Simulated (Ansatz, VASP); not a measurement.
## CuI (Marshite) in VASP and in Ansatz

```
I Cu
1.0
     0.00000    3.03150    3.03150
     3.03150    0.00000    3.03150
     3.03150    3.03150    0.00000
I Cu
1 1
Direct
  0.00000 0.00000 0.00000
  0.75000 0.75000 0.75000
```

Alike in both runs: functional PBEsol; k mesh 8 × 8 × 8; occupations fermi-dirac, width 0.05 eV; no spin polarisation; Hubbard terms Cu d U = 8.0 eV.

|  | VASP | Ansatz |
| --- | --- | --- |
| version | VASP 6.6.1 | Ansatz 0.2.0 |
| potentials or method | VASP PAW PBE potentials, release 64 (I, Cu) | Ansatz PAW |
| plane-wave cutoff (eV) | 520 | 420 |
| valence electrons in the cell | 18 | 36 |
| task | single point | band structure |

VASP gave:

```
gap on the k mesh at the Fermi level (eV) : 2.17
least direct gap on the mesh (eV)         : 2.17
pressure (GPa)                            : -1.6
```

Problem. Estimate Ansatz's values.

Solution. gap on the k mesh at the Fermi level (eV): 2.14; least direct gap on the mesh (eV): 2.14; pressure (GPa): -1.3.

The programs project onto different local orbitals, so the same U acts differently. The two sets of potentials don't hold the same shells in valence.

Caveats: spin-orbit coupling is left out, which moves the levels of the heavy elements; the PAW data sets were made with another functional, which shifts forces and pressure a little (VASP); the PAW data sets come from PBE, with cores solved anew for the run's functional, which leaves a small shift of forces and pressure (Ansatz).
